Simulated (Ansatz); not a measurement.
# SnSe (Fm-3m) in Ansatz: notebook, part 2 of 2

Ansatz 0.2.0. Earlier steps stand in the parts before.

## (4) Single point, HSE06, 26.18 Å³/atom (volume scaled by 0.96)

The input, input:

```
crystal:
  lattice:
    - [0.0, 2.9693193375, 2.9693193375]
    - [2.9693193375, 0.0, 2.9693193375]
    - [2.9693193375, 2.9693193375, 0.0]
  atoms:
    - { symbol: Sn, position: [0.0, 0.0, 0.0] }
    - { symbol: Se, position: [0.5, 0.5, 0.5] }
hamiltonian:
  xc: hse06
  pseudopotentials: { kind: paw }
kpoints:
  mp_grid: { grid: [6, 6, 6] }
scf:
  occupations: { method: fermi_dirac, width: 0.05 }
output:
  forces: true
  stress: true
  eigenvalues: true
```

It took 16 s on 1 × NVIDIA H100 80GB HBM3 with 2 threads of AMD EPYC 7R13 (Zen 3), shared host; peak memory 2.7 GiB.

The run converged. Its results:

```yaml
Free_energy: -11499.6516 eV
Pressure: 1.7 GPa
Band_gap_on_the_k_mesh: 0.62 eV, direct
```

Caveat: spin-orbit coupling is left out, which moves the levels of the heavy elements; the PAW data sets come from PBE, with cores solved anew for the run's functional, which leaves a small shift of forces and pressure; the thresholds are loose for stress.

## (5) Single point, HSE06, 26.73 Å³/atom (volume scaled by 0.98)

input: that of step 4 with these lines changed.

```diff
@@ -2,5 +2,5 @@
   lattice:
-    - [0.0, 2.9693193375, 2.9693193375]
-    - [2.9693193375, 0.0, 2.9693193375]
-    - [2.9693193375, 2.9693193375, 0.0]
+    - [0.0, 2.989798049, 2.989798049]
+    - [2.989798049, 0.0, 2.989798049]
+    - [2.989798049, 2.989798049, 0.0]
   atoms:
```

Run time: 18 s. Hardware: 1 × NVIDIA H100 80GB HBM3 with 2 threads of AMD EPYC 7R13 (Zen 3), shared host; peak memory 2.8 GiB.

The run converged. Its results:

- Free energy: -11499.6589 eV
- Pressure: 0.5 GPa
- Band gap on the k mesh: 0.50 eV, direct

Caveat: spin-orbit coupling is left out, which moves the levels of the heavy elements; the PAW data sets come from PBE, with cores solved anew for the run's functional, which leaves a small shift of forces and pressure; the thresholds are loose for stress.

## (6) Single point, HSE06, 27.27 Å³/atom

input: that of step 5 with these lines changed.

```diff
@@ -2,5 +2,5 @@
   lattice:
-    - [0.0, 2.989798049, 2.989798049]
-    - [2.989798049, 0.0, 2.989798049]
-    - [2.989798049, 2.989798049, 0.0]
+    - [0.0, 3.01, 3.01]
+    - [3.01, 0.0, 3.01]
+    - [3.01, 3.01, 0.0]
   atoms:
```

Potentials or basis: Ansatz PAW.

Wall time 17 s (1 × NVIDIA H100 80GB HBM3 with 2 threads of AMD EPYC 7R13 (Zen 3), shared host); peak memory 2.7 GiB.

The run converged. Its results:

```
Free energy            : -11499.6585 eV
Pressure               : -0.6 GPa
Band gap on the k mesh : 0.40 eV, direct
```

Caveat: spin-orbit coupling is left out, which moves the levels of the heavy elements; the PAW data sets come from PBE, with cores solved anew for the run's functional, which leaves a small shift of forces and pressure; the thresholds are loose for stress.

## (7) Single point, HSE06, 27.82 Å³/atom (volume scaled by 1.02)

input: that of step 6 with these lines changed.

```diff
@@ -2,5 +2,5 @@
   lattice:
-    - [0.0, 3.01, 3.01]
-    - [3.01, 0.0, 3.01]
-    - [3.01, 3.01, 0.0]
+    - [0.0, 3.0299343558, 3.0299343558]
+    - [3.0299343558, 0.0, 3.0299343558]
+    - [3.0299343558, 3.0299343558, 0.0]
   atoms:
```

It took 17 s on 1 × NVIDIA H100 80GB HBM3 with 2 threads of AMD EPYC 7R13 (Zen 3), shared host; peak memory 2.8 GiB.

It converged, with:

* Free energy: -11499.6511 eV
* Pressure: -1.5 GPa
* Band gap on the k mesh: 0.29 eV, direct

Caveat: spin-orbit coupling is left out, which moves the levels of the heavy elements; the PAW data sets come from PBE, with cores solved anew for the run's functional, which leaves a small shift of forces and pressure; the thresholds are loose for stress.

## (8) Single point, HSE06, 28.36 Å³/atom (volume scaled by 1.04)

input: that of step 7 with these lines changed.

```diff
@@ -2,5 +2,5 @@
   lattice:
-    - [0.0, 3.0299343558, 3.0299343558]
-    - [3.0299343558, 0.0, 3.0299343558]
-    - [3.0299343558, 3.0299343558, 0.0]
+    - [0.0, 3.0496098055, 3.0496098055]
+    - [3.0496098055, 0.0, 3.0496098055]
+    - [3.0496098055, 3.0496098055, 0.0]
   atoms:
```

Wall time 18 s (1 × NVIDIA H100 80GB HBM3 with 2 threads of AMD EPYC 7R13 (Zen 3), shared host); peak memory 2.8 GiB.

The run converged. Its results:

| Property | Result |
| --- | --- |
| Free energy | -11499.6378 eV |
| Pressure | -2.4 GPa |
| Band gap on the k mesh | 0.20 eV, direct |

Caveat: spin-orbit coupling is left out, which moves the levels of the heavy elements; the PAW data sets come from PBE, with cores solved anew for the run's functional, which leaves a small shift of forces and pressure; the thresholds are loose for stress.

## (9) Single point, HSE06, 28.91 Å³/atom (volume scaled by 1.06)

input: that of step 8 with these lines changed.

```diff
@@ -2,5 +2,5 @@
   lattice:
-    - [0.0, 3.0496098055, 3.0496098055]
-    - [3.0496098055, 0.0, 3.0496098055]
-    - [3.0496098055, 3.0496098055, 0.0]
+    - [0.0, 3.0690345955, 3.0690345955]
+    - [3.0690345955, 0.0, 3.0690345955]
+    - [3.0690345955, 3.0690345955, 0.0]
   atoms:
```

Potentials or basis: Ansatz PAW.

Wall time 21 s (1 × NVIDIA H100 80GB HBM3 with 2 threads of AMD EPYC 7R13 (Zen 3), shared host); peak memory 2.9 GiB.

It converged, with:

| Property | Result |
| --- | --- |
| Free energy | -11499.6191 eV |
| Pressure | -3.1 GPa |
| Band gap on the k mesh | 0.10 eV, direct |

Caveat: spin-orbit coupling is left out, which moves the levels of the heavy elements; the PAW data sets come from PBE, with cores solved anew for the run's functional, which leaves a small shift of forces and pressure; the thresholds are loose for stress.

## (10) Equation of state, HSE06

Potentials or basis: Ansatz PAW.

This step only gathers the single runs of the series.

Results:

- Equilibrium volume: 26.96 Å³/atom
- Bulk modulus: 53 GPa
- Pressure derivative of the bulk modulus: 4.9

Energy against volume, from the lowest point:
| volume (Å³/atom) | energy (meV/atom) |
| --- | --- |
| 25.635 | 11.55 |
| 26.180 | 3.62 |
| 26.725 | 0.00 |
| 27.271 | 0.21 |
| 27.816 | 3.87 |
| 28.362 | 10.56 |
| 28.907 | 19.89 |

Caveat: the PAW data sets were made with another functional, which shifts forces and pressure a little.
